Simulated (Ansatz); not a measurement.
# Ir12CO: the cost of one run

Method: DFT PBE, scalar-relativistic, plane waves, PAW, in Ansatz 0.2.0.

14 further runs of the same task are left out: 1 that didn't finish, 13 set aside as unsound or not needed.

## 1. The structure to begin with

It takes space group P3m1 (No. 156, trigonal). The conventional cell has a = 5.474 Å, b = 5.474 Å, c = 22.343 Å, α = 90.00°, β = 90.00°, γ = 120.00°. Around Ir (site symmetry m) lie 9 Ir at 2.69 to 2.74 Å. Around Ir (site symmetry 3m) lie 9 Ir at 2.69 to 2.74 Å. Ir (site symmetry m) is surrounded by 12 Ir at 2.69 to 2.74 Å. Ir (site symmetry 3m) is surrounded by 12 Ir at 2.69 to 2.74 Å. Ir (site symmetry 3m) has 1 C at 1.88 Å as nearest neighbours. Around C (site symmetry 3m) lie 1 O at 1.16 Å. O (site symmetry 3m) has 1 C at 1.16 Å as nearest neighbours.

Structure file:

```xyz
14
Lattice="5.4739 0.0000 0.0000 -2.7370 4.7406 0.0000 0.0000 0.0000 22.3429" Properties=species:S:1:pos:R:3 pbc="T T T"
Ir    1.3685    0.7901    4.0000
Ir    0.0000    3.1604    4.0000
Ir    4.1055    0.7901    4.0000
Ir    2.7370    3.1604    4.0000
Ir    0.0000    1.5802    6.1715
Ir   -1.3685    3.9505    6.1715
Ir    2.7370    1.5802    6.1715
Ir    1.3685    3.9505    6.1715
Ir    0.0000    0.0000    8.3429
Ir   -1.3685    2.3703    8.3429
Ir    2.7370    0.0000    8.3429
Ir    1.3685    2.3703    8.3429
C     0.0000    0.0000   10.2229
O     0.0000    0.0000   11.3829
```

This is the geometry of the first run shown, built on a cell relaxed beforehand with the same method.

## 2. What is varied

Atoms count from 1 in the order of the input.

CO stands on one site of a rigid substrate while its tilt and height are varied at a fixed bond length.

First coordinate, tilt of the C13-O14 axis from the surface normal: 7 values from 0 to 90 °. Second coordinate, height of C13 above the plane of Ir9: 6 values from 1.88 to 3.43 Å.

Nothing else is relaxed. Points are written as (first, second).

## 3. Grid point (0°, 1.88 Å)

The cell repeats along c, and a dipole correction in the vacuum removes the field between the copies.

Contents of input.yaml:

```yaml
crystal:
  lattice:
    - [5.4739356551, 0.0, 0.0]
    - [-2.7369678276, 4.740567336, 0.0]
    - [0.0, 0.0, 22.3428625878]
  atoms:
    - { symbol: Ir, position: [0.3333333333, 0.1666666667, 0.1790280894] }
    - { symbol: Ir, position: [0.3333333333, 0.6666666667, 0.1790280894] }
    - { symbol: Ir, position: [0.8333333333, 0.1666666667, 0.1790280894] }
    - { symbol: Ir, position: [0.8333333333, 0.6666666667, 0.1790280894] }
    - { symbol: Ir, position: [0.1666666667, 0.3333333333, 0.2762161752] }
    - { symbol: Ir, position: [0.1666666667, 0.8333333333, 0.2762161752] }
    - { symbol: Ir, position: [0.6666666667, 0.3333333333, 0.2762161752] }
    - { symbol: Ir, position: [0.6666666667, 0.8333333333, 0.2762161752] }
    - { symbol: Ir, position: [0.0, 0.0, 0.3734016872] }
    - { symbol: Ir, position: [0.0, 0.5, 0.3734016872] }
    - { symbol: Ir, position: [0.5, 0.0, 0.3734016872] }
    - { symbol: Ir, position: [0.5, 0.5, 0.3734016872] }
    - { symbol: C, position: [0.0, 0.0, 0.4575448892] }
    - { symbol: O, position: [0.0, 0.0, 0.5094630351] }
basis:
  ecutwfc: 420
kpoints:
  mp_grid: { grid: [6, 6, 1] }
hamiltonian:
  xc: pbe
scf:
  occupations: { method: gaussian, width: 0.1 }
output:
  forces: true
  eigenvalues: true
efield:
  axis: 3
  dipole_correction: true
  ramp_width: 0.04
```

Command:

```sh
> ansatz run input.yaml --threads 4 --pin off --max-ram 12288MiB --backend cpu --events-out ev --progress --plain --runs-dir out
```

Q: Estimate wall time and peak memory on 4 threads of Arm Neoverse V2, shared host.

About 12 s, with a peak of 1.7 GiB.
